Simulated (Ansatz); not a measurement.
Relaxing manganese (fcc)

Level of theory: DFT, BLYP, plane waves (420 eV) with PAW, scalar-relativistic in Ansatz. (PAW data from PBE, frozen cores regenerated.)

k-point mesh 12×12×9, Fermi-Dirac smearing 0.05 eV, starting moments 3.00, -3.00 μB. Cell and atoms relax.

Starting structure:

```
Mn
1.0
     2.55179    0.00000    0.00000
     0.00000    2.55179    0.00000
     0.00000    0.00000    3.60878
Mn
2
Direct
  0.00000 0.00000 0.00000
  0.50000 0.50000 0.50000
```

Question: The pressure at the start is 2.9 GPa. By how much does the volume change?

Answer: From 11.75 to 11.95 Å³ per atom, 1.7 %. The final cell has a = 2.604 Å, c = 3.523 Å (c/a = 1.353).

Question: How much energy does the relaxation gain?

Answer: 10.3 meV per atom.

Question: Which magnetic state does it end in?

Answer: antiferromagnetic, largest moment 1.91 μB in the atomic sphere; moments 1.91, -1.91 μB.
